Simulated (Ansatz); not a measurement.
Crystal: MgS.

```xyz
4
Lattice="4.0346 0.0000 0.0000 -2.0173 3.4941 0.0000 0.0000 0.0000 6.4323" Properties=species:S:1:pos:R:3 pbc="T T T"
S     2.0173    1.1647    5.6556
S     0.0000    2.3294    2.4394
Mg    0.0000    2.3294    6.4050
Mg    2.0173    1.1647    3.1888
```

The cell comes from a database or a generator and needn't be the stable form of this composition.

* Program: Ansatz 0.2.0
* Task: single point
* Functional: PBE
* Potentials or basis: Ansatz PAW
* Cutoff: 420 eV (not typed: the program's choice for these potentials)
* k mesh: 8 × 8 × 4
* Occupations: fermi-dirac, width 0.05 eV
* Spin: no spin polarisation

On this cell: pressure 1.1 GPa; largest force 0.048 eV/Å; band gap on the k mesh 3.44 eV, direct.

The same run follows on a disturbed copy (atoms moved at random, drawn with an rms of 0.05 Å):

```
S Mg
1.0
     4.03462    0.00000    0.00000
    -2.01731    3.49409    0.00000
     0.00000    0.00000    6.43229
S Mg
2 2
Direct
  0.66170 0.33747 0.87235
  0.33641 0.66494 0.37150
  0.33406 0.66863 0.99751
  0.66446 0.32535 0.50085
```

What changes?

The energy moves by +6.1 meV/atom; pressure 1.2 GPa; largest force 0.459 eV/Å; band gap on the k mesh 3.53 eV, direct.

Forces in eV/Å, atoms in the order of the input:
```
S    0.159 -0.056  0.341
S   -0.054 -0.101  0.343
Mg  -0.139  0.042 -0.241
Mg   0.034  0.115 -0.443
```

Stress tensor (GPa, compression positive):
```
 0.27 -0.37 -0.13
-0.37  0.41  0.20
-0.13  0.20  3.01
```

